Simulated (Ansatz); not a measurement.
# CaO: the cost of one run

Computed with Ansatz 0.2.0 (reference: DFT, HSE06, plane waves, PAW, unless a step's input says otherwise).

5 further runs of the same task are left out: 1 for a known fault of the program, 4 that didn't finish.

### 1 The structure to begin with

The structure is cubic, space group Pm-3m (No. 221). The conventional cell has a = 2.903 Å, b = 2.903 Å, c = 2.903 Å, α = 90.00°, β = 90.00°, γ = 90.00°. Ca (site symmetry m-3m) is surrounded by 8 O at 2.51 Å. Around O (site symmetry m-3m) lie 8 Ca at 2.51 Å.

As a file:

```xyz
2
Lattice="2.9032 0.0000 0.0000 0.0000 2.9032 0.0000 0.0000 0.0000 2.9032" Properties=species:S:1:pos:R:3 pbc="T T T"
Ca    0.0000    0.0000    0.0000
O     1.4516    1.4516    1.4516
```

### 2 The reference run

File input.yaml:

```yaml
crystal:
  lattice:
    - [2.9032089648, 0.0, 0.0]
    - [0.0, 2.9032089648, 0.0]
    - [0.0, 0.0, 2.9032089648]
  atoms:
    - { symbol: Ca, position: [0.0, 0.0, 0.0] }
    - { symbol: O, position: [0.5, 0.5, 0.5] }
kpoints:
  mp_grid: { grid: [4, 4, 4] }
hamiltonian:
  xc: hse06
scf:
  occupations: { method: fixed }
  n_extra_bands: 4
output:
  forces: true
  stress: true
  eigenvalues: true
  write_density: true
  write_potential: true
  elf: true
  volumetric_format: npy
```

Launch:

```
$ ansatz run input.yaml --threads 4 --pin off --max-ram 3686MiB --backend cpu --events-out ev --progress --plain --runs-dir out
```

**Question.** How long does this run take on 4 threads of Arm Neoverse V1, shared host, and how much memory does it need?

About 2.3 s, with a peak of 0.42 GiB.
